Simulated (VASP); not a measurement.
Here is a VASP 6.6.1 calculation.

Contents of INCAR:

```
SYSTEM = HgSe
ALGO = Normal
EDIFF = 1E-6
EDIFFG = -0.01
ENCUT = 600
GGA = PE
IBRION = 2
ISIF = 3
ISMEAR = 0
IVDW = 12
LASPH = .True.
LCHARG = .False.
LREAL = .False.
LWAVE = .False.
NELM = 80
NSW = 90
PREC = Accurate
SIGMA = 0.03
```

The input KPOINTS:

```
k-points
0
Gamma
  10 10 10
  0 0 0
```

Contents of POSCAR:

```
HgSe
1.0
    0.0000000000      3.0390000000      3.0390000000
    3.0390000000      0.0000000000      3.0390000000
    3.0390000000      3.0390000000      0.0000000000
Hg Se
1 1
Direct
    0.0000000000      0.0000000000      0.0000000000
    0.2500000000      0.2500000000      0.2500000000
```

Potentials or basis: VASP PAW PBE potentials, release 64 (Hg, Se).

The run is started by

```bash
$ cat potpaw_PBE.64/Hg/POTCAR potpaw_PBE.64/Se/POTCAR > POTCAR
$ mpirun -np 1 vasp_std > vasp.out
```

Problem. Estimate the relaxed cell.

Solution. a = 4.372 Å, b = 4.372 Å, c = 4.372 Å, α = 60.00°, β = 60.00°, γ = 60.00°.

Problem. Estimate the space group after relaxing (to 0.05 Å).

Solution. F-43m (No. 216).

The path:
| step | energy change (eV) | largest force (eV/Å) | pressure (GPa) | volume (Å³) |
| --- | --- | --- | --- | --- |
| 1 | 0.0000 | 0.0000 | 2.87 | 56.13 |
| 2 | -0.0214 | 0.0000 | -0.93 | 60.31 |
| 3 | -0.0251 | 0.0000 | 0.01 | 59.09 |

Caveat: pairwise dispersion overbinds metals, which lowers pressure and volume. Spin-orbit coupling is left out, which matters for the levels of Hg.
